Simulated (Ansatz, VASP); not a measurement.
**Cs: VASP beside Ansatz**

```xyz
1
Lattice="-3.0225 3.0527 3.0225 3.0225 -3.0527 3.0225 3.0225 3.0527 -3.0225" Properties=species:S:1:pos:R:3 pbc="T T T"
Cs    0.0000    0.0000    0.0000
```

Change from the starting cell: strain +0.0100 x Voigt [0, 1, 0, 0, 0, 0], atoms carried along.

Alike in both runs: task single point; functional PBE; k mesh 12 × 12 × 12; occupations gaussian, width 0.15 eV; no spin polarisation.

|  | VASP | Ansatz |
| --- | --- | --- |
| version | VASP 6.6.1 | Ansatz 0.2.0 |
| potentials or method | VASP PAW PBE potentials, release 64 (Cs_sv) | scalar-relativistic, plane waves, PAW |
| plane-wave cutoff (eV) | 520 | 420 |
| valence electrons in the cell | 9 | 9 |

```csv
,VASP,Ansatz,Ansatz less VASP
gap on the k mesh at the Fermi level (eV),none,none,-
pressure (GPa),0.1,0.1,+0.01
```

A gap of «none» marks a metal or a gap that the smearing closes.

Spin-orbit coupling is left out, which matters for the levels of Cs.
